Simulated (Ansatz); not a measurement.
We consider spinel MgAl2O4, described by revPBE (Ansatz, a program for electronic structure, PAW).

Run with plane-wave cutoff 520 eV, 8×8×8 k mesh, Fermi–Dirac smearing 0.01 eV, scalar-relativistic PAW data made under PBE.

The cell is scaled about its equilibrium volume:

Shape and atoms are relaxed at each volume.

```json
[
 {"V (Å³/atom)": "9.519", "P (GPa)": "7.70", "direct gap at Γ (eV)": "5.450", "smallest gap on the k mesh (eV)": "5.439"},
 {"V (Å³/atom)": "9.717", "P (GPa)": "3.66", "direct gap at Γ (eV)": "5.257", "smallest gap on the k mesh (eV)": "5.245"},
 {"V (Å³/atom)": "9.916", "P (GPa)": "0.01", "direct gap at Γ (eV)": "5.070", "smallest gap on the k mesh (eV)": "5.058"},
 {"V (Å³/atom)": "10.114", "P (GPa)": "-3.29", "direct gap at Γ (eV)": "4.890", "smallest gap on the k mesh (eV)": "4.878"},
 {"V (Å³/atom)": "10.312", "P (GPa)": "-6.27", "direct gap at Γ (eV)": "4.717", "smallest gap on the k mesh (eV)": "4.704"}
]
```

A straight line through the gaps at Γ against ln V gives a volume deformation potential dE_g(Γ)/d ln V of -9.2 eV: the gap at Γ widens under compression.

Measured, for comparison: band gap 7.8 eV (temperature not stated, not corrected to a static lattice; as tabulated in Neo et al. (2023), doi:10.1002/gch2.202200236).

Note: the bulk modulus comes from volumes at which shape and atoms were relaxed.
